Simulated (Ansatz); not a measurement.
# BaS (Fm-3m): spin-orbit coupling beyond the local functionals

Aim: the spin-orbit change of the gap of BaS (Fm-3m).

Program: Ansatz 0.2.0. Level of theory: density functionals with and without spin-orbit coupling, plane waves, PAW. Results are calculated unless marked as measured.

## Step 1: The starting structure

It takes space group Fm-3m (No. 225, cubic). Conventional cell: a = 6.388 Å, b = 6.388 Å, c = 6.388 Å, α = 90.00°, β = 90.00°, γ = 90.00°. Nearest to Ba lie 6 S at 3.19 Å. Nearest to S lie 6 Ba at 3.19 Å. Farther neighbours and most contacts between anions are not listed.

Structure file:

```cif
data_structure
_symmetry_space_group_name_H-M 'P 1'
_symmetry_Int_Tables_number 1
_cell_length_a 4.5166
_cell_length_b 4.5166
_cell_length_c 4.5166
_cell_angle_alpha 60.000
_cell_angle_beta 60.000
_cell_angle_gamma 60.000
_cell_volume 65.15
loop_
_atom_site_label
_atom_site_type_symbol
_atom_site_fract_x
_atom_site_fract_y
_atom_site_fract_z
_atom_site_occupancy
Ba1 Ba 0.00000 0.00000 0.00000 1
S2 S 0.50000 0.50000 0.50000 1
```

The cell and positions come from the Crystallography Open Database and are kept as given unless a step says otherwise. Spin-orbit coupling is left out unless a step names it.

## Step 2: HSE06, 4×4×4 mesh

This step: DFT, HSE06, plane waves, PAW; PAW set soft_1.

The input, input.yaml:

```yaml
crystal:
  lattice:
    - [0.0, 3.19375, 3.19375]
    - [3.19375, 0.0, 3.19375]
    - [3.19375, 3.19375, 0.0]
  atoms:
    - { symbol: Ba, position: [0.0, 0.0, 0.0] }
    - { symbol: S, position: [0.5, 0.5, 0.5] }
kpoints:
  mp_grid: { grid: [4, 4, 4] }
  band_path:
    path:
      - [0.0, 0.0, 0.0]
      - [0.5, 0.0, 0.5]
      - [0.625, 0.25, 0.625]
      - [0.375, 0.375, 0.75]
      - [0.5, 0.5, 0.5]
      - [0.5, 0.25, 0.75]
    npoints: 1
hamiltonian:
  xc: hse06
  pseudopotentials: { kind: paw, azcp: { folder: soft_1 } }
scf:
  occupations: { method: fixed }
  n_extra_bands: 4
output:
  eigenvalues: true
```

On the command line:

```
$ ansatz run input.yaml --threads 24 --pin off --max-ram 82944MiB --backend cuda --events-out ev --progress --plain --runs-dir out --devices 1 --max-vram 78GiB
```

Numbers of over 12 decimals in the logs are rounded to 6 here.

What it wrote:

```text
scf.n_extra_bands = 4 over 8 filled bands (N_el = 16.0): the run solves 12 bands
GPUs: using 1 of 1 available (devices: 1).
Engine: ansatz 0.2.0, aarch64-unknown-linux-gnu
Pseudopotentials: kind: paw
Pseudopotential: Ba, paw, valence charge 10, recommended cutoff 420 eV (normal), soft_1/Ba.paw.azcp
Pseudopotential: S, paw, valence charge 6, recommended cutoff 420 eV (normal), soft_1/S.paw.azcp
Functional definition: HSE06
  parameter a = 0.25
  parameter omega = 0.11/bohr
  exchange = pbe_x - a*pbe_x_sr(omega) + a*exact_x_sr(omega)
  correlation = pbe_c
davidson cushion auto → on  (no smearing: the cushion is to keep the highest requested band from converging to the state above it; pin scf.eigensolver.cushion to override)
device memory: the entry about to start is reckoned to put 2.0 GiB on a device that reports 161.3 GiB free (of which the cap on the GPU budget leaves the run 78.0 GiB)
GPU FFT provider: cuFFT
GPU libraries: cuBLAS 13.8.1, cuFFT 12.4.0, cuSOLVER 12.3.2
GPU matrix products: emulated (plane waves: as basis.precision tells), large ones in fixed point in workspaces of 1.00 GiB
Crystal: 2 atoms, lattice volume = 65.153 Å³
Basis set: ecut = 420 eV, 1243 PW (Γ)
Bands: 12, of which v1, the nominal top of the filled ones, is band 8 counted from 1 (7 counted from 0)
Symmetry: 48 space group operations
Space group: Fm-3m (ITA 225), of the structure as read, at distance tolerance 4.0e-5 Å
k-points: 8 of 64
Non-local potential: Ba, projectors of the file, l = 0: 3, l = 1: 2, l = 2: 2, l = 3: 2
Non-local potential: S, projectors of the file, l = 0: 2, l = 1: 2, l = 2: 1
PAW form: soft (Blöchl's): semilocal exchange-correlation on the pseudo side does not see the compensation charge
PAW frozen core: Ba, regenerated for the run's functional, and the local potential with it (the file was generated under x = pbe(κ = 0.804, μ = 0.219515), c = pbe(β = 0.066725))
PAW frozen core: S, regenerated for the run's functional, and the local potential with it (the file was generated under x = pbe(κ = 0.804, μ = 0.219515), c = pbe(β = 0.066725))
PAW one-centre angular grid: Ba, 194 points (default); XC on 64 Gauss nodes
PAW one-centre angular grid: S, 110 points (default); XC on 64 Gauss nodes
Initial density: superposition of atomic densities (chi_scale 0.1, normalization cell, long waves kept (reshape's long-wave potential 0.00 eV rms))
Initial wavefunctions: pseudopotential atomic-orbital guess
GPU buffer pool allocated for 32768 grid points (all kernels)
GPU transforms: local potential and band sums: pruned to the plane-wave sphere, on 30×32×32
[...]
GPU buffer pool allocated for 32768 grid points (all kernels)
GPU transforms: local potential and band sums: pruned to the plane-wave sphere, on 30×32×32
Exchange kernel: α = 0.2500, screened, ω = 0.2079 Å⁻¹, Wigner–Seitz truncation, v(0) = 1039.2382 eV·Å³, q-mesh 4×4×4, nearest image of the exchange supercell L = 18.07 Å, pair-density grid 18×18×18, without the augmentation charges, whose exchange is taken in its separable form by FFT convolution over the k-point mesh (sized by the pseudopotential files, 25×25×25 at the most), smooth part of the exact exchange by density-matrix convolution in up to 1.57 GiB of GPU memory as planned if the GPU has room (build and FFT work areas not counted)
Frozen-core exchange: fock
SCF iter   1: F=—  HF=-6861.622576 eV  |F-HF|=—  |Δ(HF+E_count)|=         —  Δρ=2.62e-5  dr2=2.58e-7  ethr=1.79e-7  ⟨swp⟩=3.5  Hψ=263  notcnv=0
preconditioner: auto → none  [insulator: Δε(μ)=3.114 eV  Ē_g=13.583 eV  n_scr=14 (ndim 8)  ℏωp=17.2 eV  f_vac=0.000]
iter 2 solved again at ethr=7.19e-11 eV; its pass at ethr=1.31e-9 eV (dr2=1.15e-8 eV) is discarded
SCF iter   2: F=-6861.622576 eV  HF=-6861.622576 eV  |F-HF|=5.80e-10  |Δ(HF+E_count)|=   3.68e-8  Δρ=8.00e-6  dr2=2.16e-8  ethr=7.19e-11  ⟨swp⟩=2.6  Hψ=570  notcnv=0
SCF 3 converged in 2 iterations: F = -6861.622576 eV  dr2 = 2.16e-8
hybrid outer 2: dexx = +1.114e-7 eV, tail = 4.74e-8 eV, Δε = 7.57e-4 eV (about 7.08e-5 eV left of the loop's levels)
device memory: the entry about to start is reckoned to put 0.3 GiB on a device that reports 160.1 GiB free (of which the cap on the GPU budget leaves the run 78.0 GiB)
NSCF: frozen V_eff on 6 k-points
hybrid SCF converged: 2 outer / 7 inner (+5 warm-up), last move |dexx| = 1.11e-7 eV, tail = 4.74e-8 eV
Stability not checked: this state was not tested for a lower state beside it, because the functional holds exact exchange (a hybrid, or Hartree-Fock), whose exchange loop this test does not read (fock_operator; see scf.lower_state_search)
Free energy (F): -6861.622576 eV
Frozen-core exchange: fock
Harris-Foulkes:  -6861.622576 eV  (|F-HF|=5.80e-10)
Internal energy: -6861.622576 eV  (E = F + TS)
E sigma→0 (E₀):  -6861.622576 eV
Fermi energy:    5.157370 eV
--- Per-component energies (eV) ---
  E_band       = -71.225121
  E_kinetic    = 265.494451
  E_local      = -432.678912  (includes V_loc(G=0)·N_el)
  E_nonlocal   = 126.818693
  E_hartree    = 126.591910
  E_xc         = -231.109064
  E_vxc        = -170.854772  (∫ρ·V_xc dr)
  E_exx        = -30.371336  (= α·E_x^exact, valence–valence)
  E_paw        = -5835.889171  (= ΣΔE_a)
  E_vpaw       = -52.446123  (= ΣTr[D̂ρ^β])
  E_aug_tail   = -0.000002  (compensation charges beyond the density's cutoff)
  E_ewald      = -850.237565
  E_core_change = -0.241580  (= ΣΔE_core)
  E_smearing   = -0.000000  (= −TS)
  E_closure    = -0.000000  (closes the sum)
  Σ components = -6861.622576   (vs F -6861.622576, Δ=0.00e0)
--- Band table (eV; the first three rows and the last of 8) ---
  k-point 0: bands = [... 4 lower, -6.2088, 5.1574, 5.1574, 5.1574, 9.8273, 10.1669, 10.1669, 10.1669]
  k-point 1: bands = [... 4 lower, -5.1734, 4.0029, 4.5445, 4.5445, 10.3084, 11.0716, 11.0716, 11.6767]
  k-point 2: bands = [... 4 lower, -4.6506, 3.1636, 4.0696, 4.0696, 11.7266, 11.9505, 12.8077, 12.8077]
  k-point 7: bands = [... 4 lower, -5.3484, 4.0122, 4.6874, 4.6874, 10.5025, 10.5025, 12.7392, 13.2728]
```

The job ended after 3.2 s (1 × NVIDIA GB200 (shared by 2 runs) with 24 threads of Arm Neoverse V2, shared host; peak memory 1.1 GiB).

This step gave:

```
gap                     : 3.114 eV
valence top at          : Γ
conduction bottom at    : X
least direct gap        : 3.243 eV
exact-exchange fraction : 0.25
```

The gap is indirect, with the least direct gap 0.13 eV higher.

## Step 3: HSE06+SOC, 4×4×4 mesh

Spin-orbit coupling can split or shift the edges; a non-collinear run measures by how much.

This step: DFT, HSE06 with spin-orbit coupling, plane waves, PAW; PAW set soft_1.

input.yaml, as its differences from that of step 2:

```diff
@@ -21,6 +21,9 @@
   xc: hse06
-  pseudopotentials: { kind: paw, azcp: { folder: soft_1 } }
+  pseudopotentials: { kind: paw_fr, azcp: { folder: soft_1 } }
 scf:
   occupations: { method: fixed }
-  n_extra_bands: 4
+  n_extra_bands: 8
+magnetization:
+  noncollinear: true
+  spin_orbit: true
 output:
```

What it wrote:

```text
[...]
GPUs: using 1 of 1 available (devices: 1).
[...]
non-collinear run that drives no moment, with spin-orbit: no starting moment large enough to seed its density (crystal.atoms[].spin), no starting occupations that ask for one, no magnetisation constraint and no magnetic field, so the semilocal B_xc is pinned to zero
[...]
Crystal: 2 atoms, lattice volume = 65.153 Å³
Basis set: ecut = 420 eV, 1243 PW (Γ)
Bands: 24, of which v1, the nominal top of the filled ones, is band 16 counted from 1 (15 counted from 0)
Symmetry: 48 space group operations + 48 with time reversal
[...]
k-points: 8 of 64
Projection manifold: j_resolved (fully-relativistic pseudo-atomic orbitals)
[...]
SCF iter   1: F=—  HF=-6860.846275 eV  |F-HF|=—  |Δ(HF+E_count)|=         —  Δρ=2.13e-2  dr2=4.73e-1  dr2_m=0.00e0 (ungated)  ethr=1.00e-1  |M|=0.00e0 ∫|m|=0.00e0 μB  |m|>n=0.0e0 m-floor=0.0e0 τ_xc=0.0e0  β_m=0.30  ⟨swp⟩=6.1  Hψ=725  notcnv=0
[...]
SCF iter   2: F=—  HF=-6860.776054 eV  |F-HF|=—  |Δ(HF+E_count)|=   7.02e-2  Δρ=1.27e-2  dr2=1.63e-1  dr2_m=0.00e0 (ungated)  ethr=2.96e-3  |M|=0.00e0 ∫|m|=0.00e0 μB  |m|>n=0.0e0 m-floor=0.0e0 τ_xc=0.0e0  β_m=0.48  ⟨swp⟩=5.9  Hψ=600  notcnv=0  defer=28
[...]
SCF iter   5: F=-6860.784112 eV  HF=-6860.784112 eV  |F-HF|=1.34e-7  |Δ(HF+E_count)|=   8.21e-4  Δρ=1.19e-4  dr2=7.22e-6  dr2_m=0.00e0 (ungated)  ethr=6.74e-6  |M|=0.00e0 ∫|m|=0.00e0 μB  |m|>n=0.0e0 m-floor=0.0e0 τ_xc=0.0e0  ⟨swp⟩=5.0  Hψ=626  notcnv=0  defer=2
SCF 1 stopped early in 5 iterations: F = -6860.784112 eV  dr2 = 7.22e-6
[...]
Projection manifold: j_resolved (fully-relativistic pseudo-atomic orbitals)
[...]
Frozen-core exchange: fock
SCF iter   1: F=—  HF=-6859.957605 eV  |F-HF|=—  |Δ(HF+E_count)|=         —  Δρ=2.67e-3  dr2=8.87e-3  dr2_m=0.00e0 (ungated)  ethr=4.51e-7  |M|=0.00e0 ∫|m|=0.00e0 μB  |m|>n=0.0e0 m-floor=0.0e0 τ_xc=0.0e0  β_m=0.30  ⟨swp⟩=9.8  Hψ=1269  notcnv=0
[...]
SCF iter   2: F=—  HF=-6859.954628 eV  |F-HF|=—  |Δ(HF+E_count)|=   2.98e-3  Δρ=1.33e-3  dr2=1.13e-3  dr2_m=0.00e0 (ungated)  ethr=4.51e-7  |M|=0.00e0 ∫|m|=0.00e0 μB  |m|>n=0.0e0 m-floor=0.0e0 τ_xc=0.0e0  β_m=0.65  ⟨swp⟩=6.4  Hψ=933  notcnv=0
[...]
SCF iter   5: F=-6859.957696 eV  HF=-6859.957696 eV  |F-HF|=6.03e-7  |Δ(HF+E_count)|=   3.31e-5  Δρ=3.34e-5  dr2=1.01e-6  dr2_m=0.00e0 (ungated)  ethr=3.08e-8  |M|=0.00e0 ∫|m|=0.00e0 μB  |m|>n=0.0e0 m-floor=0.0e0 τ_xc=0.0e0  ⟨swp⟩=5.5  Hψ=686  notcnv=0
SCF 2 stopped early in 5 iterations: F = -6859.957696 eV  dr2 = 1.01e-6
[...]
hybrid outer 1: dexx = +3.582e-3 eV, tail = 6.35e-6 eV
[...]
Projection manifold: j_resolved (fully-relativistic pseudo-atomic orbitals)
[...]
Frozen-core exchange: fock
SCF iter   1: F=—  HF=-6859.957718 eV  |F-HF|=—  |Δ(HF+E_count)|=         —  Δρ=2.14e-5  dr2=2.30e-7  dr2_m=0.00e0 (ungated)  ethr=1.98e-7  |M|=0.00e0 ∫|m|=0.00e0 μB  |m|>n=0.0e0 m-floor=0.0e0 τ_xc=0.0e0  β_m=0.30  ⟨swp⟩=3.6  Hψ=501  notcnv=0
[...]
SCF iter   2: F=-6859.957718 eV  HF=-6859.957718 eV  |F-HF|=8.29e-10  |Δ(HF+E_count)|=   2.91e-9  Δρ=1.06e-5  dr2=3.08e-8  dr2_m=0.00e0 (ungated)  ethr=1.09e-9  |M|=0.00e0 ∫|m|=0.00e0 μB  |m|>n=0.0e0 m-floor=0.0e0 τ_xc=0.0e0  ⟨swp⟩=5.2  Hψ=725  notcnv=0
SCF 3 converged in 2 iterations: F = -6859.957718 eV  dr2 = 3.08e-8
[...]
NSCF: frozen V_eff on 6 k-points
[...]
Magnetization: |M| = 0.0000 μB,  M = (+0.0000, +0.0000, +0.0000) μB
Absolute magnetization: 0.0000 μB (∫|m|)
  site 0: m = (+0.0000, +0.0000, +0.0000) μB, |m| = 0.0000 μB  (R = 1.32 Å)
  site 1: m = (+0.0000, +0.0000, +0.0000) μB, |m| = 0.0000 μB  (R = 1.32 Å)
Free energy (F): -6859.957718 eV
Frozen-core exchange: fock
[...]
Internal energy: -6859.957718 eV  (E = F + TS)
E sigma→0 (E₀):  -6859.957718 eV
Fermi energy:    5.208361 eV
[...]
--- Band table (eV; the first three rows and the last of 8) ---
  k-point 0: bands = [... 12 lower, 5.2084, 5.2084, 5.2084, 5.2084, 9.8262, 9.8262, 10.1488, 10.1488, ... 4 higher]
  k-point 1: bands = [... 12 lower, 4.5126, 4.5126, 4.5761, 4.5761, 10.3057, 10.3057, 11.0616, 11.0616, ... 4 higher]
  k-point 2: bands = [... 12 lower, 4.0473, 4.0473, 4.0890, 4.0890, 11.7130, 11.7130, 11.9505, 11.9505, ... 4 higher]
  k-point 7: bands = [... 12 lower, 4.6132, 4.6132, 4.7596, 4.7596, 10.4886, 10.4886, 10.5173, 10.5173, ... 4 higher]
```

Wall time 5.5 s (1 × NVIDIA GB200 (shared by 2 runs) with 24 threads); peak memory 1.5 GiB; 30 s of CPU time.

This step gave:

```
gap                     : 3.063 eV
valence top at          : Γ
conduction bottom at    : X
least direct gap        : 3.152 eV
exact-exchange fraction : 0.25
```

The gap stands −0.05 eV against HSE06.

## Step 4: Together

Times are wall times on 1 × NVIDIA GB200 (shared by 2 runs) with 24 threads of Arm Neoverse V2, shared host, good to a factor of about two.

```tsv
level	gap (eV)	with coupling (eV)	change (eV)	time	with coupling
HSE06	3.11	3.06	−0.05	3.2 s	5.5 s
```

## Step 5: Results

```
HSE06     : 3.11 eV
HSE06+SOC : 3.06 eV
```

What this shows: Spin-orbit coupling changes the gap by −0.05 eV and the least direct gap by −0.09 eV.

[Paths, hosts, dates, memory and timing lines, banners, echoed tables and standing remarks are left out of the program output.]

[Logs are printed without paths, hosts, clocks, repeated set-up lines and the standing remarks that a program may print on its own settings, such as how far it seeks lower states.]

[Runs of the session that timed out or met a known fault of the program may be left out.]

[Cells called generated may have been cut or substituted from an entry of the Crystallography Open Database or the Materials Project.]

[Hosts, paths, dates, database ids (printed as entryN), source tags and the programs' standing remarks are cut or masked in the printed files.]
